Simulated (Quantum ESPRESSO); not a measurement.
# Bi (P2_1/m) in Quantum ESPRESSO: single point with PBE+D3(BJ)

Aim: the single point of Bi with PBE+D3(BJ).

Everything below comes from runs of Quantum ESPRESSO 7.5. Logs are shortened: lines on timing, memory, paths and dates and some standing lists are left out, and cuts for length are marked.

## 1. The crystal as given

It takes space group P2_1/m (No. 11, monoclinic). Conventional cell: a = 4.658 Å, b = 4.526 Å, c = 6.521 Å, α = 90.00°, β = 93.04°, γ = 90.00°. Bi (site symmetry m) is surrounded by 6 Bi at 3.24 to 3.26 Å. Around Bi (site symmetry m) lie 6 Bi at 3.24 to 3.26 Å.

## 2. Single point, PBE+D3(BJ)

Contents of run.py:

```python
import numpy as np
from ase.calculators.espresso import Espresso, EspressoProfile
from ase.io import read

atoms = read('Bi.xyz')

input_data = {
    'control': {'calculation': 'scf', 'prefix': 'pwscf', 'outdir': './tmp', 'tprnfor': True, 'tstress': True, 'disk_io': 'nowf'},
    'system': {'ecutwfc': 59.0, 'nbnd': 40, 'occupations': 'smearing', 'smearing': 'fd', 'degauss': 0.00367493, 'vdw_corr': 'grimme-d3', 'dftd3_version': 4},
    'electrons': {'conv_thr': 8e-10, 'electron_maxstep': 120, 'mixing_beta': 0.9, 'diago_david_ndim': 3},
}
pseudopotentials = {'Bi': '83_Bi_15_2.4_2.8_pbe_n_v1.0.upf'}
profile = EspressoProfile(command='pw.x', pseudo_dir='pseudo')
dft = Espresso(profile=profile, input_data=input_data, pseudopotentials=pseudopotentials, kpts=(6, 6, 4), koffset=(0, 0, 0))
atoms.calc = dft

print(f'energy {atoms.get_potential_energy():.8f} eV')
print('forces (eV/A)')
print(np.round(atoms.get_forces(), 6))
print('stress (eV/A^3, Voigt)')
print(np.round(atoms.get_stress(), 8))
print(f'Fermi level {dft.get_fermi_level():.4f} eV')
```

Contents of Bi.xyz:

```xyz
4
Lattice="4.6584121839 0.0000000000 0.0000000000 0.0000000000 4.5263885800 0.0000000000 -0.3459734563 0.0000000000 6.5119480672" Properties=species:S:1:pos:R:3 pbc="T T T"
Bi     0.9119661147      1.1315971450      4.8757128867
Bi     3.4004726129      3.3947914350      1.6362351805
Bi     1.0779738717      1.1315971450      1.6206957839
Bi     3.2344648559      3.3947914350      4.8912522833
```

Potentials or basis: SPMS 1.0 PBE.

The run is started by

```sh
OMP_NUM_THREADS=1 python run.py
```

Log:

```text
energy -8355.45323479 eV
forces (eV/A)
[[-2.557e-03 -0.000e+00 -5.900e-05]
 [ 2.557e-03 -0.000e+00  5.900e-05]
 [-3.035e-03  0.000e+00  1.071e-03]
 [ 3.035e-03  0.000e+00 -1.071e-03]]
stress (eV/A^3, Voigt)
[ 0.00972513  0.0059818  -0.00019189 -0.         -0.00150027 -0.        ]
Fermi level 10.9492 eV
```

espresso.pwi:

```text
&CONTROL
   calculation      = 'scf'
   tstress          = .true.
   tprnfor          = .true.
   outdir           = './tmp'
   prefix           = 'pwscf'
   disk_io          = 'nowf'
   pseudo_dir       = 'pseudo'
/
&SYSTEM
   nbnd             = 40
   ecutwfc          = 59.0
   occupations      = 'smearing'
   degauss          = 0.00367493
   smearing         = 'fd'
   vdw_corr         = 'grimme-d3'
   dftd3_version    = 4
   ntyp             = 1
   nat              = 4
   ibrav            = 0
/
&ELECTRONS
   electron_maxstep = 120
   conv_thr         = 8e-10
   mixing_beta      = 0.9
   diago_david_ndim = 3
/
&IONS
/
&CELL
/
&FCP
/
&RISM
/
ATOMIC_SPECIES
Bi 208.9804 83_Bi_15_2.4_2.8_pbe_n_v1.0.upf

K_POINTS automatic
6 6 4  0 0 0

CELL_PARAMETERS angstrom
4.65841218390000 0.00000000000000 0.00000000000000
0.00000000000000 4.52638858000000 0.00000000000000
-0.34597345630000 0.00000000000000 6.51194806720000

ATOMIC_POSITIONS angstrom
Bi 0.9119661147 1.1315971450 4.8757128867  
Bi 3.4004726129 3.3947914350 1.6362351805  
Bi 1.0779738717 1.1315971450 1.6206957839  
Bi 3.2344648559 3.3947914350 4.8912522833
```

espresso.pwo:

```text
This program is part of the open-source Quantum ESPRESSO suite
     for quantum simulation of materials; please cite
         "P. Giannozzi et al., J. Phys.:Condens. Matter 21 395502 (2009);
         "P. Giannozzi et al., J. Phys.:Condens. Matter 29 465901 (2017);
         "P. Giannozzi et al., J. Chem. Phys. 152 154105 (2020);
     in publications or presentations arising from this work. More details at

Warning: card &CELL ignored
Warning: card &FCP ignored
Warning: card &RISM ignored

     Message from routine setup:
     using ibrav=0 with symmetry is DISCOURAGED, use correct ibrav instead

     G-vector sticks info
     --------------------
     sticks:   dense  smooth     PW     G-vecs:    dense   smooth      PW
     Sum        1399    1399    413                56685    56685    8877

     Using Slab Decomposition

     bravais-lattice index     =            0
     lattice parameter (alat)  =       8.8031  a.u.
     unit-cell volume          =     926.6106 (a.u.)^3
     number of atoms/cell      =            4
     number of atomic types    =            1
     number of electrons       =        60.00
     number of Kohn-Sham states=           40
     kinetic-energy cutoff     =      59.0000  Ry
     charge density cutoff     =     236.0000  Ry
     scf convergence threshold =      8.0E-10
     mixing beta               =       0.9000
     number of iterations used =            8  plain     mixing
     Exchange-correlation= PBE
                           (   1   4   3   4   0   0   0)

     celldm(1)=   8.803123  celldm(2)=   0.000000  celldm(3)=   0.000000
     celldm(4)=   0.000000  celldm(5)=   0.000000  celldm(6)=   0.000000

     crystal axes: (cart. coord. in units of alat)
               a(1) = (   1.000000   0.000000   0.000000 )
               a(2) = (   0.000000   0.971659   0.000000 )
               a(3) = (  -0.074269   0.000000   1.397890 )

     reciprocal axes: (cart. coord. in units 2 pi/alat)
               b(1) = (  1.000000 -0.000000  0.053129 )
               b(2) = (  0.000000  1.029168 -0.000000 )
               b(3) = (  0.000000  0.000000  0.715364 )

     PseudoPot. # 1 for Bi read from file:
     83_Bi_15_2.4_2.8_pbe_n_v1.0.upf
     Pseudo is Norm-conserving + core correction, Zval = 15.0
     Generated using ONCVPSP code by D. R. Hamann
     Using radial grid of 1484 points,  6 beta functions with:
                l(1) =   0
                l(2) =   0
                l(3) =   1
                l(4) =   1
                l(5) =   2
                l(6) =   2

     atomic species   valence    mass     pseudopotential
     Bi               15.00   208.98040     Bi( 1.00)

      4 Sym. Ops., with inversion, found ( 2 have fractional translation)

   Cartesian axes

     site n.     atom                  positions (alat units)
         1        Bi     tau(   1) = (   0.1957676   0.2429148   1.0466469  )
         2        Bi     tau(   2) = (   0.7299639   0.7287443   0.3512431  )
         3        Bi     tau(   3) = (   0.2314037   0.2429148   0.3479073  )
         4        Bi     tau(   4) = (   0.6943278   0.7287443   1.0499827  )

     --------------------------------------------
     DFT-D3 Dispersion Correction (3-body terms):
     --------------------------------------------
       Reference C6 values for interpolation:

         atom   Coordination number   C6
         Bi         0.000          1235.06
         Bi         0.982          1188.09
         Bi         1.966          1132.10
         Bi         2.950          1067.76

       Values used:

         atom   Coordination number  R0_AB[au]  C6      C8
         Bi         5.637            3.890   1067.76 147315.96
         Bi         5.637            3.890   1067.76 147315.96
         Bi         5.637            3.890   1067.76 147315.96
         Bi         5.637            3.890   1067.76 147315.96

         Molecular C6 ( Ry / a.u.^6 ) =     17084.19

     number of k points=    56  Fermi-Dirac smearing, width (Ry)=  0.0037
                       cart. coord. in units 2pi/alat
        k(    1) = (   0.0000000   0.0000000   0.0000000), wk =   0.0138889
        k(    2) = (   0.0000000   0.0000000   0.1788410), wk =   0.0277778
        k(    3) = (   0.0000000   0.0000000  -0.3576819), wk =   0.0138889
        k(    4) = (   0.0000000   0.1715279   0.0000000), wk =   0.0277778
        k(    5) = (   0.0000000   0.1715279   0.1788410), wk =   0.0555556
        k(    6) = (   0.0000000   0.1715279  -0.3576819), wk =   0.0277778
[... 48 lines left out ...]
        k(   55) = (  -0.5000000  -0.5145838   0.1522764), wk =   0.0277778
        k(   56) = (  -0.5000000  -0.5145838  -0.3842464), wk =   0.0138889

     Dense  grid:    56685 G-vectors     FFT dimensions: (  45,  48,  64)

     Initial potential from superposition of free atoms

     starting charge      59.9966, renormalised to      60.0000
     Starting wfcs are   36 randomized atomic wfcs +    4 random wfcs

     Self-consistent Calculation

     iteration #  1     ecut=    59.00 Ry     beta= 0.90
     Davidson diagonalization with overlap
     ethr =  1.00E-02,  avg # of iterations =  4.1

     Threshold (ethr) on eigenvalues was too large:
     Diagonalizing with lowered threshold

     Davidson diagonalization with overlap
     c_bands:  1 eigenvalues not converged
     ethr =  1.12E-05,  avg # of iterations =  5.1

     total energy              =    -614.11358924 Ry
     estimated scf accuracy    <       0.00662007 Ry

     iteration #  2     ecut=    59.00 Ry     beta= 0.90
     Davidson diagonalization with overlap
     ethr =  1.10E-05,  avg # of iterations =  2.2

     total energy              =    -614.11436873 Ry
     estimated scf accuracy    <       0.00064095 Ry

     iteration #  3     ecut=    59.00 Ry     beta= 0.90
     Davidson diagonalization with overlap
     c_bands:  1 eigenvalues not converged
     ethr =  1.07E-06,  avg # of iterations =  3.1

     total energy              =    -614.11452999 Ry
     estimated scf accuracy    <       0.00004615 Ry

     iteration #  4     ecut=    59.00 Ry     beta= 0.90
     Davidson diagonalization with overlap
     ethr =  7.69E-08,  avg # of iterations =  2.0

     total energy              =    -614.11453910 Ry
     estimated scf accuracy    <       0.00000073 Ry
[... 12 lines left out ...]
     total energy              =    -614.11453941 Ry
     estimated scf accuracy    <       0.00000005 Ry

     iteration #  7     ecut=    59.00 Ry     beta= 0.90
     Davidson diagonalization with overlap
     ethr =  8.05E-11,  avg # of iterations =  2.0

     End of self-consistent calculation

          k = 0.0000 0.0000 0.0000 (  7071 PWs)   bands (ev):

   -12.0393 -12.0265 -12.0253 -11.9073 -11.8967 -11.8851 -11.8832 -11.8830
   -11.7964 -11.7917 -11.7860 -11.7840 -11.7600 -11.7161 -11.7121 -11.7117
   -11.7095 -11.5953 -11.5905 -11.5870  -2.1739  -0.3151   1.6030   3.4525
     5.9958   7.7100   8.0020   9.2358   9.7379   9.8458  13.7010  14.0197
    14.1136  14.2939  15.9054  15.9255  16.0492  16.5244  16.5865  17.2609

          k = 0.0000 0.0000 0.1788 (  7087 PWs)   bands (ev):
[... 409 lines left out ...]
   -11.9233 -11.9227 -11.9222 -11.9216 -11.8410 -11.8410 -11.8398 -11.8398
   -11.7978 -11.7978 -11.7963 -11.7963 -11.7513 -11.7511 -11.7504 -11.7502
   -11.7122 -11.7114 -11.7111 -11.7103   0.2808   0.2819   0.3584   0.3594
     7.2321   7.2328   7.3243   7.3248  10.8022  10.8027  11.1289  11.1292
    15.5349  15.5352  15.7731  15.7736  16.7070  16.7072  17.0550  17.0551

          k =-0.5000-0.5146-0.0266 (  7052 PWs)   bands (ev):

   -12.0156 -12.0156 -11.9013 -11.9013 -11.8944 -11.8944 -11.8011 -11.8011
   -11.7971 -11.7971 -11.7908 -11.7908 -11.7810 -11.7810 -11.7609 -11.7609
   -11.7047 -11.7047 -11.5931 -11.5931  -0.2738  -0.2738   1.5558   1.5558
     5.9793   5.9793   7.6539   7.6539   8.0492   8.0492  13.6977  13.6977
    15.8684  15.8684  16.0693  16.0693  17.8523  17.8523  20.7565  20.7566

          k =-0.5000-0.5146 0.1523 (  7064 PWs)   bands (ev):

   -11.9893 -11.9893 -11.9069 -11.9069 -11.8834 -11.8834 -11.8116 -11.8116
   -11.7988 -11.7988 -11.7918 -11.7918 -11.7704 -11.7704 -11.7470 -11.7470
   -11.7158 -11.7158 -11.6260 -11.6260  -0.0879  -0.0879   1.1566   1.1566
     6.1814   6.1814   7.4332   7.4332   8.8262   8.8262  13.9408  13.9408
    14.4811  14.4811  16.2453  16.2453  17.5104  17.5104  18.9383  18.9383

          k =-0.5000-0.5146-0.3842 (  7068 PWs)   bands (ev):

   -11.9394 -11.9394 -11.9388 -11.9388 -11.8478 -11.8478 -11.8473 -11.8473
   -11.7951 -11.7951 -11.7950 -11.7950 -11.7441 -11.7441 -11.7436 -11.7436
   -11.6959 -11.6959 -11.6951 -11.6951   0.4390   0.4390   0.4436   0.4436
     6.7349   6.7349   6.7381   6.7381  11.0748  11.0748  11.0835  11.0835
    16.3965  16.3965  16.3986  16.3986  16.8198  16.8198  16.8282  16.8282

     the Fermi energy is    10.9492 ev

!    total energy              =    -614.11453942 Ry
     estimated scf accuracy    <          2.3E-10 Ry
     smearing contrib. (-TS)   =      -0.00175864 Ry
     internal energy E=F+TS    =    -614.11278078 Ry

     The total energy is F=E-TS. E is the sum of the following terms:
     one-electron contribution =    -161.49928016 Ry
     hartree contribution      =     113.61287711 Ry
     xc contribution           =    -150.22694532 Ry
     ewald contribution        =    -415.86931890 Ry
     DFT-D3 Dispersion         =      -0.13011350 Ry

     convergence has been achieved in   7 iterations

     Forces acting on atoms (cartesian axes, Ry/au):

     atom    1 type  1   force =    -0.00009945   -0.00000000   -0.00000231
     atom    2 type  1   force =     0.00009945   -0.00000000    0.00000231
     atom    3 type  1   force =    -0.00011806    0.00000000    0.00004167
     atom    4 type  1   force =     0.00011806    0.00000000   -0.00004167

     Total force =     0.000226     Total SCF correction =     0.000081
     SCF correction compared to forces is large: reduce conv_thr to get better values

     Computing stress (Cartesian axis) and pressure

          total   stress  (Ry/bohr**3)                   (kbar)     P=       -8.29
  -0.00010592   0.00000000   0.00001634          -15.58        0.00        2.40
   0.00000000  -0.00006515   0.00000000            0.00       -9.58        0.00
   0.00001634   0.00000000   0.00000209            2.40        0.00        0.31

=------------------------------------------------------------------------------=
   JOB DONE.
=------------------------------------------------------------------------------=
```

Run time: 3.9 min. Hardware: 1 thread of Arm Neoverse V1, shared host; peak memory 0.35 GiB.

What came out:

```
Free energy            : -8355.4540 eV
Pressure               : -0.8 GPa
Largest force          : 0.003 eV/Å
Band gap on the k mesh : none (metal or under the smearing width)
```

Forces in eV/Å, atoms in the order of the input:
```
Bi  -0.003  0.000  0.000
Bi   0.003  0.000  0.000
Bi  -0.003  0.000  0.001
Bi   0.003  0.000 -0.001
```

Caveat: spin-orbit coupling is left out, which moves the levels of the heavy elements; pairwise dispersion overbinds metals, which lowers pressure and volume.
